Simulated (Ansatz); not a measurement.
**Ga: one contact scaled**

How do energy and force answer when the Ga1–Ga2 bond of Ga is squeezed or stretched? Methods of the runs shown: LAPW and crystal datasets. Companion runs by PAW are cited. Its runs: the reference run (LAPW); shortest bond scaled by 1 (crystal datasets); shortest bond scaled by 1.1 (LAPW); shortest bond scaled by 0.88 (LAPW); shortest bond scaled by 0.82 (LAPW).

Program: Ansatz 0.2.0. Level of theory: DFT LDA, with the methods named in each step. These are calculated values, not measurements.

2 further runs of the same task are left out: 2 that didn't finish.

## Step 1: Starting point

It takes space group C2/c (No. 15, monoclinic). Conventional cell: a = 2.766 Å, b = 8.053 Å, c = 3.332 Å, α = 90.00°, β = 92.02°, γ = 90.00°. Around Ga (site symmetry 2) lie 8 Ga at 2.69 to 2.92 Å.

Structure file:

```cif
data_structure
_symmetry_space_group_name_H-M 'P 1'
_symmetry_Int_Tables_number 1
_cell_length_a 4.2574
_cell_length_b 4.2574
_cell_length_c 3.3320
_cell_angle_alpha 90.656
_cell_angle_beta 90.656
_cell_angle_gamma 142.087
_cell_volume 37.09
loop_
_atom_site_label
_atom_site_type_symbol
_atom_site_fract_x
_atom_site_fract_y
_atom_site_fract_z
_atom_site_occupancy
Ga1 Ga 0.86900 0.13100 0.25000 1
Ga2 Ga 0.13100 0.86900 0.75000 1
```

Atoms are numbered in the order of the input: Ga1, Ga2.

## Step 2: The bond as given, LAPW

Input file input.yaml:

```yaml
crystal:
  lattice:
    - [1.383, -4.0265, 0.0]
    - [1.383, 4.0265, 0.0]
    - [-0.1174474948, 0.0, 3.3299294416]
  atoms:
    - { symbol: Ga, position: [0.869, 0.131, 0.25] }
    - { symbol: Ga, position: [0.131, 0.869, 0.75] }
kpoints:
  mp_grid: { grid: [11, 11, 9] }
scf:
  occupations: { method: fermi_dirac, width: 0.05 }
hamiltonian:
  xc: lda
  pseudopotentials: { kind: all_electron, lapw: { basis_error: 0.001 } }
output:
  forces: true
  stress: true
  eigenvalues: true
  populations: true
```

The run is started by

```bash
> ansatz run input.yaml --threads 1 --pin off --max-ram 2048MiB --backend cpu --events-out ev --progress --plain --runs-dir out
```

The log of the run, cut to the lines that bear on the results:

```text
Ga: projections on atomic orbitals take those of the free atom 1s2 2s2 2p6 3s2 3p6 3d10 4s2 4p1, of charge +0.00 (hamiltonian.pseudopotentials.projection_atoms)
LAPW: plane waves up to 8.202 Å⁻¹, error target 1.0e-3 eV per atom; small_component_spin mean_spin; Ga in spheres of 1.344 Å, 21 of its electrons in bands, Dirac shells []
[...]
Pseudopotentials: kind: all_electron
Pseudopotential: Ga, LAPW, valence charge 21, Koelling and Harmon's equation, gaussian nucleus
Functional definition: SPW92
[...]
Crystal: 2 atoms, lattice volume = 37.086 Å³
Basis set: ecut = 256.27914530958935 eV, 357 PW (Γ), FFT grids on a1+a2, a2, a3, exchange–correlation at level 2
Bands: 26, of which v1, the nominal top of the filled ones, is band 21 counted from 1 (20 counted from 0)
Symmetry: 4 space group operations
Space group: C2/c (ITA 15), of the structure as read, at distance tolerance 3.3e-5 Å
k-points: 300 of 1089
[...]
SCF iter   1: F=—  HF=-105647.840186 eV  |F-HF|=—  |Δ(HF+E_count)|=         —  Δρ=1.20e-2  dr2=3.28e-2  ethr=7.79e-5  ⟨swp⟩=3.0  Hψ=52739  notcnv=0
[...]
SCF iter   8: F=-105647.756070 eV  HF=-105647.756070 eV  |F-HF|=4.89e-9  |Δ(HF+E_count)|=   4.20e-8  Δρ=5.74e-6  dr2=1.43e-8  ethr=5.22e-10  ⟨swp⟩=2.0  Hψ=21971  notcnv=0
[...]
SCF converged after 8 iterations
Free energy (F): -105647.756070 eV
[...]
E sigma→0 (E₀):  -105647.753137 eV
Entropy (-TS):   -0.005867 eV (-2.933 meV/atom)
Fermi energy:    11.691048 eV
[...]
--- Forces (eV/Å), atoms counted from 1 ---
  atom   1  Ga    -0.00000000     0.20424940    -0.00000000
  atom   2  Ga     0.00000000    -0.20424940     0.00000000
[...]
--- Stress (GPa, compression-positive) ---
       -4.380853       0.000000       0.281648
        0.000000      -3.920350       0.000000
        0.281648       0.000000      -2.769177
  P = ⅓ Tr σ = -3.6901 GPa (-36.901 kbar)
--- Band table (eV; the first three rows and the last of 300) ---
  k-point 0: bands = ["-131.2417", "-131.2408", "-82.4769", "-82.4721", "-82.4570", "-82.4550", "-82.4545", "-82.4493", "-3.5530", "-3.5410", "-3.5066", "-3.4826", "-3.2067", "-3.2057", "-3.1779", "-3.1731", "-3.1606", "-3.0237", "0.4022", "9.5670", "9.9100", "13.2448", "17.1701", [...]
--- Löwdin populations: 2 sites ---
  site symbol       q [e]
     0     Ga     30.9869
     1     Ga     30.9869
  spilling = 0.000422 (of n_electrons = 62.000000)
```

Wall time 57 s (1 thread of Arm Neoverse V2, shared host); peak memory 0.71 GiB.

In short: pressure -3.69 GPa; no gap; largest force 0.204 eV/Å.

## Step 3: Shortest bond scaled by 1, crystal datasets

Changes to input.yaml since step 2:

```diff
@@ -14,3 +14,3 @@
   xc: lda
-  pseudopotentials: { kind: all_electron, lapw: { basis_error: 0.001 } }
+  pseudopotentials: { kind: all_electron, datasets: crystal }
 output:
@@ -19,2 +19,2 @@
   eigenvalues: true
-  populations: true
+  efg: { contact_densities: true }
```

The run is started by

```bash
> ansatz run input.yaml --threads 1 --pin off --max-ram 2048MiB --backend cpu --events-out ev --progress --plain --runs-dir out
```

The log of the run, cut to the lines that bear on the results:

```text
[...]
Pseudopotentials: kind: all_electron
Pseudopotential: Ga, paw, valence charge 13, recommended cutoff 240 eV (normal), Koelling and Harmon's equation, gaussian nucleus
Functional definition: SPW92
[...]
Crystal: 2 atoms, lattice volume = 37.086 Å³
Basis set: ecut = 240 eV, 313 PW (Γ)
Bands: 17, of which v1, the nominal top of the filled ones, is band 13 counted from 1 (12 counted from 0)
Symmetry: 4 space group operations
Space group: C2/c (ITA 15), of the structure as read, at distance tolerance 3.3e-5 Å
k-points: 300 of 1089
[...]
SCF iter   1: F=—  HF=-105647.801308 eV  |F-HF|=—  |Δ(HF+E_count)|=         —  Δρ=1.87e-2  dr2=1.22e-1  ethr=5.09e-4  ⟨swp⟩=3.9  Hψ=26534  notcnv=0
[...]
SCF iter   9: F=-105647.756535 eV  HF=-105647.756535 eV  |F-HF|=1.05e-9  |Δ(HF+E_count)|=   3.81e-8  Δρ=2.36e-6  dr2=3.22e-9  ethr=4.35e-10  ⟨swp⟩=2.9  Hψ=9757  notcnv=0  defer=2
[...]
--- Forces (eV/Å), atoms counted from 1 ---
  atom   1  Ga     0.00000000     0.20417548    -0.00000000
  atom   2  Ga    -0.00000000    -0.20417548     0.00000000
[...]
--- Stress (GPa, compression-positive) ---
       -4.381829       0.000000       0.281806
        0.000000      -3.920228       0.000000
        0.281806       0.000000      -2.769574
  P = ⅓ Tr σ = -3.6905 GPa (-36.905 kbar)
--- PAW observables at the nuclei: V_zz in 10²¹ V/m², potentials from the cell's mean, atoms counted from 1 ---
  atom   1  Ga V_zz =    +2.687021   η = 0.3792   by run symmetry: allowed
            electrostatic potential = -4129.717348 V   contact ρ = 186558.699616 e/Å³
  atom   2  Ga V_zz =    +2.687021   η = 0.3792   by run symmetry: allowed
            electrostatic potential = -4129.717348 V   contact ρ = 186558.699616 e/Å³
--- Band table (eV; the first three rows and the last of 300) ---
  k-point 0: bands = ["-3.5527", "-3.5403", "-3.5066", "-3.4829", "-3.2070", "-3.2051", "-3.1782", "-3.1725", "-3.1602", "-3.0234", "0.4022", "9.5669", "9.9100", "13.2450", "17.1702", "21.2496"]
[...]
```

Wall time 26 s (1 thread of Arm Neoverse V2, shared host); peak memory 0.61 GiB.

Read from it: pressure -3.69 GPa; no gap; largest force 0.204 eV/Å; Vzz Ga1 2.69 (η = 0.38) (10²¹ V/m²).

## Step 4: Shortest bond scaled by 1.1, LAPW

Input file input.yaml:

```yaml
crystal:
  lattice:
    - [1.383, -4.0265, 0.0]
    - [1.383, 4.0265, 0.0]
    - [-0.1174474948, 0.0, 3.3299294416]
  atoms:
    - { symbol: Ga, position: [0.8559, 0.1441, 0.275] }
    - { symbol: Ga, position: [0.1441, 0.8559, 0.725] }
kpoints:
  mp_grid: { grid: [11, 11, 9] }
scf:
  occupations: { method: fermi_dirac, width: 0.05 }
hamiltonian:
  xc: lda
  pseudopotentials: { kind: all_electron, lapw: { basis_error: 0.001 } }
output:
  forces: true
  stress: true
  eigenvalues: true
  populations: true
```

The run is started by

```bash
> ansatz run input.yaml --threads 1 --pin off --max-ram 2048MiB --backend cpu --events-out ev --progress --plain --runs-dir out
```

The log of the run, cut to the lines that bear on the results:

```text
Ga: projections on atomic orbitals take those of the free atom 1s2 2s2 2p6 3s2 3p6 3d10 4s2 4p1, of charge +0.00 (hamiltonian.pseudopotentials.projection_atoms)
LAPW: plane waves up to 8.423 Å⁻¹, error target 1.0e-3 eV per atom; small_component_spin mean_spin; Ga in spheres of 1.316 Å, 21 of its electrons in bands, Dirac shells []
[...]
Pseudopotentials: kind: all_electron
Pseudopotential: Ga, LAPW, valence charge 21, Koelling and Harmon's equation, gaussian nucleus
Functional definition: SPW92
[...]
Crystal: 2 atoms, lattice volume = 37.086 Å³
Basis set: ecut = 270.32266050793606 eV, 377 PW (Γ), FFT grids on a1+a2, a2, a3, exchange–correlation at level 2
Bands: 26, of which v1, the nominal top of the filled ones, is band 21 counted from 1 (20 counted from 0)
Symmetry: 2 space group operations
Space group: P-1 (ITA 2), of the structure as read, at distance tolerance 3.3e-5 Å
[...]
SCF iter   8: F=-105647.690158 eV  HF=-105647.690158 eV  |F-HF|=2.74e-9  |Δ(HF+E_count)|=   8.26e-8  Δρ=7.57e-6  dr2=2.01e-8  ethr=1.01e-9  ⟨swp⟩=2.0  Hψ=39899  notcnv=0
[...]
SCF converged after 8 iterations
Free energy (F): -105647.690158 eV
[...]
E sigma→0 (E₀):  -105647.687183 eV
Entropy (-TS):   -0.005948 eV (-2.974 meV/atom)
Fermi energy:    11.671417 eV
[...]
--- Forces (eV/Å), atoms counted from 1 ---
  atom   1  Ga    -0.02845420    -0.62407494    -0.30441046
  atom   2  Ga     0.02845420     0.62407494     0.30441046
[...]
--- Stress (GPa, compression-positive) ---
       -0.898082       0.252581       0.609829
        0.252581      -3.811929       1.737637
        0.609829       1.737637      -2.600997
  P = ⅓ Tr σ = -2.4370 GPa (-24.370 kbar)
--- Band table (eV; the first three rows and the last of 545) ---
[... band rows left out ...]
[...]
--- Löwdin populations: 2 sites ---
  site symbol       q [e]
     0     Ga     30.9851
     1     Ga     30.9851
  spilling = 0.000480 (of n_electrons = 62.000000)
```

Wall time 1.8 min (1 thread of Arm Neoverse V2, shared host); peak memory 1.1 GiB.

This run gives: pressure -2.44 GPa; no gap; largest force 0.695 eV/Å.

## Step 5: Shortest bond scaled by 0.88, LAPW

Changes to input.yaml since step 4:

```diff
@@ -6,4 +6,4 @@
   atoms:
-    - { symbol: Ga, position: [0.8559, 0.1441, 0.275] }
-    - { symbol: Ga, position: [0.1441, 0.8559, 0.725] }
+    - { symbol: Ga, position: [0.88472, 0.11528, 0.22] }
+    - { symbol: Ga, position: [0.11528, 0.88472, 0.78] }
 kpoints:
```

The run is started by

```bash
> ansatz run input.yaml --threads 1 --pin off --max-ram 2048MiB --backend cpu --events-out ev --progress --plain --runs-dir out
```

The log of the run, cut to the lines that bear on the results:

```text
Ga: projections on atomic orbitals take those of the free atom 1s2 2s2 2p6 3s2 3p6 3d10 4s2 4p1, of charge +0.00 (hamiltonian.pseudopotentials.projection_atoms)
LAPW: plane waves up to 9.593 Å⁻¹, error target 1.0e-3 eV per atom; small_component_spin mean_spin; Ga in spheres of 1.183 Å, 21 of its electrons in bands, Dirac shells []
[...]
Pseudopotentials: kind: all_electron
Pseudopotential: Ga, LAPW, valence charge 21, Koelling and Harmon's equation, gaussian nucleus
Functional definition: SPW92
[...]
Crystal: 2 atoms, lattice volume = 37.086 Å³
Basis set: ecut = 350.614090209788 eV, 547 PW (Γ), FFT grids on a1+a2, a2, a3, exchange–correlation at level 2
Bands: 26, of which v1, the nominal top of the filled ones, is band 21 counted from 1 (20 counted from 0)
Symmetry: 2 space group operations
Space group: P-1 (ITA 2), of the structure as read, at distance tolerance 3.3e-5 Å
[...]
SCF iter   8: F=-105647.520882 eV  HF=-105647.520882 eV  |F-HF|=4.11e-8  |Δ(HF+E_count)|=   1.89e-7  Δρ=1.01e-5  dr2=4.69e-8  ethr=2.73e-9  ⟨swp⟩=2.0  Hψ=39145  notcnv=0
[...]
SCF converged after 8 iterations
Free energy (F): -105647.520882 eV
[...]
E sigma→0 (E₀):  -105647.517199 eV
Entropy (-TS):   -0.007366 eV (-3.683 meV/atom)
Fermi energy:    11.618358 eV
[...]
--- Forces (eV/Å), atoms counted from 1 ---
  atom   1  Ga    -0.02098963     1.43565873     0.61606325
  atom   2  Ga     0.02098963    -1.43565873    -0.61606325
[...]
--- Stress (GPa, compression-positive) ---
       -5.657849      -0.275177       0.106110
       -0.275177       2.387806       5.049460
        0.106110       5.049460       2.103679
  P = ⅓ Tr σ = -0.3888 GPa (-3.888 kbar)
--- Band table (eV; the first three rows and the last of 545) ---
[... band rows left out ...]
[...]
--- Löwdin populations: 2 sites ---
  site symbol       q [e]
     0     Ga     30.9866
     1     Ga     30.9866
  spilling = 0.000431 (of n_electrons = 62.000000)
```

Run time: 2.6 min. Hardware: 1 thread of Arm Neoverse V2, shared host; peak memory 1.4 GiB.

In short: pressure -0.39 GPa; no gap; largest force 1.562 eV/Å.

## Step 6: Shortest bond scaled by 0.82, LAPW

Changes to input.yaml since step 5:

```diff
@@ -6,4 +6,4 @@
   atoms:
-    - { symbol: Ga, position: [0.88472, 0.11528, 0.22] }
-    - { symbol: Ga, position: [0.11528, 0.88472, 0.78] }
+    - { symbol: Ga, position: [0.89258, 0.10742, 0.205] }
+    - { symbol: Ga, position: [0.10742, 0.89258, 0.795] }
 kpoints:
```

The run is started by

```bash
> ansatz run input.yaml --threads 1 --pin off --max-ram 2048MiB --backend cpu --events-out ev --progress --plain --runs-dir out
```

The log of the run, cut to the lines that bear on the results:

```text
Ga: projections on atomic orbitals take those of the free atom 1s2 2s2 2p6 3s2 3p6 3d10 4s2 4p1, of charge +0.00 (hamiltonian.pseudopotentials.projection_atoms)
LAPW: plane waves up to 10.437 Å⁻¹, error target 1.0e-3 eV per atom; small_component_spin mean_spin; Ga in spheres of 1.102 Å, 21 of its electrons in bands, Dirac shells []
[...]
Pseudopotentials: kind: all_electron
Pseudopotential: Ga, LAPW, valence charge 21, Koelling and Harmon's equation, gaussian nucleus
Functional definition: SPW92
[...]
Crystal: 2 atoms, lattice volume = 37.086 Å³
Basis set: ecut = 415.0069127760268 eV, 701 PW (Γ), FFT grids on a1+a2, a2, a3, exchange–correlation at level 2
Bands: 26, of which v1, the nominal top of the filled ones, is band 21 counted from 1 (20 counted from 0)
Symmetry: 2 space group operations
Space group: P-1 (ITA 2), of the structure as read, at distance tolerance 3.3e-5 Å
[...]
SCF iter   8: F=-105647.167169 eV  HF=-105647.167169 eV  |F-HF|=2.29e-8  |Δ(HF+E_count)|=   2.24e-7  Δρ=1.28e-5  dr2=7.12e-8  ethr=2.79e-9  ⟨swp⟩=2.3  Hψ=38960  notcnv=0
[...]
SCF converged after 8 iterations
Free energy (F): -105647.167169 eV
[...]
E sigma→0 (E₀):  -105647.163617 eV
Entropy (-TS):   -0.007105 eV (-3.553 meV/atom)
Fermi energy:    11.604392 eV
[...]
--- Forces (eV/Å), atoms counted from 1 ---
  atom   1  Ga    -0.06250129     2.71450194     1.45383171
  atom   2  Ga     0.06250129    -2.71450194    -1.45383171
[...]
--- Stress (GPa, compression-positive) ---
       -5.027320      -0.419718      -0.025983
       -0.419718      10.335827      11.970631
       -0.025983      11.970631       7.117264
  P = ⅓ Tr σ = 4.1419 GPa (41.419 kbar)
--- Band table (eV; the first three rows and the last of 545) ---
[... band rows left out ...]
[...]
--- Löwdin populations: 2 sites ---
  site symbol       q [e]
     0     Ga     30.9855
     1     Ga     30.9855
  spilling = 0.000469 (of n_electrons = 62.000000)
```

Wall time 3 min (1 thread of Arm Neoverse V2, shared host); peak memory 1.6 GiB.

This run gives: pressure 4.14 GPa; no gap; largest force 3.080 eV/Å.

## Step 7: The series in one table

Rows by PAW come from runs of the same series that aren't printed here.

Force along the bond: half the difference of the two atoms' forces, positive where it pushes them apart.

| method | length (Å) | F from the given length (eV/cell) | force along the bond (eV/Å) | pressure (GPa) | largest force (eV/Å) |
| --- | --- | --- | --- | --- | --- |
| LAPW | 2.204 | 0.589 | 3.032 | 4.14 | 3.080 |
| LAPW | 2.366 | 0.235 | 1.509 | -0.39 | 1.562 |
| LAPW | 2.688 | 0.000 | 0.160 | -3.69 | 0.204 |
| LAPW | 2.957 | 0.066 | -0.678 | -2.44 | 0.695 |
| PAW | 1.721 | 5.018 | 20.211 | 46.04 | 20.221 |
| PAW | 2.204 | 0.589 | 3.035 | 4.11 | 3.083 |
| PAW | 2.366 | 0.235 | 1.510 | -0.43 | 1.564 |
| PAW | 2.688 | 0.000 | 0.161 | -3.73 | 0.205 |
| PAW | 2.957 | 0.066 | -0.677 | -2.48 | 0.694 |
| PAW (cutoff 600 eV) | 1.721 | – | 20.176 | 45.95 | 20.185 |
| crystal datasets | 2.688 | – | 0.160 | -3.69 | 0.204 |

## Step 8: What came out

| quantity | value |
| --- | --- |
| force along the bond, positive apart, at 2.204 Å (LAPW) | 3.03 eV/Å |
| force along the bond, positive apart, at 2.204 Å (PAW) | 3.04 eV/Å |
| length at zero force (straight line) | 2.74 Å |

At 2.20 Å the force along the bond is 3.03 eV/Å by LAPW, and the energy stands 0.59 eV over the given length. A straight line between 2.69 and 2.96 Å puts zero force near 2.74 Å, a rough figure over so wide a step. With two atoms in the cell whole sublattices move, so the other contacts between the two sublattices change too; at scales over 1 some of them become the shortest. PAW's force differs from LAPW's by at most 3 meV/Å, at 2.20 Å.
